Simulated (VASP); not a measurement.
## BN: single point with PBE

Crystal: BN.

```
B N
1.0
     2.49134    0.00000    0.00000
    -1.24567    2.15756    0.00000
     0.00000    0.00000    4.00106
B N
2 2
Direct
  0.00000 0.00000 0.00000
  0.00000 0.00000 0.50000
  0.33333 0.66667 0.25000
  0.66667 0.33333 0.75000
```

The cell was built by a generator and needn't be a form met in nature.

```json
{
 "Program": "VASP 6.6.1",
 "Task": "single point",
 "Functional": "PBE",
 "Potentials or basis": "VASP PAW PBE potentials, release 64 (B, N)",
 "Cutoff": "520 eV",
 "k mesh": "12 × 12 × 6",
 "Occupations": "gaussian, width 0.01 eV",
 "Spin": "no spin polarisation",
 "Dipole correction": "no",
 "Further INCAR settings": "ALGO = Normal; EDIFF = 1e-06; NBANDS = 16"
}
```

```
Pressure               : 4.5 GPa
Band gap on the k mesh : 1.58 eV, indirect (least direct gap 5.23 eV)
```

Stress tensor (GPa, compression positive):
```
3.80 0.00 0.00
0.00 3.80 0.00
0.00 0.00 5.94
```

Levels at points of the mesh, in eV from the valence-band top:
```tsv
k point	band 5	band 6	band 7	band 8	band 9	band 10	band 11	band 12
(0.00, 0.00, 0.00)	-1.46	-0.68	-0.68	-0.18	5.81	8.16	8.35	8.35
(0.50, 0.00, 0.00)	-8.29	-5.70	-4.34	-0.58	5.39	5.57	6.03	6.38
(0.00, 0.00, 0.50)	-0.95	-0.95	-0.95	-0.95	7.08	7.08	7.79	7.79
(0.50, 0.00, 0.50)	-3.90	-3.90	-3.27	-3.27	4.78	4.78	7.60	7.60
```

Wall time 12 s on 1 thread of Intel(R) Xeon(R) Platinum 8559C (Emerald Rapids) (shared host), peak memory 0.14 GiB.

A k mesh can miss the band edges. A hybrid or GW would open this gap; PBE tends to underestimate it.
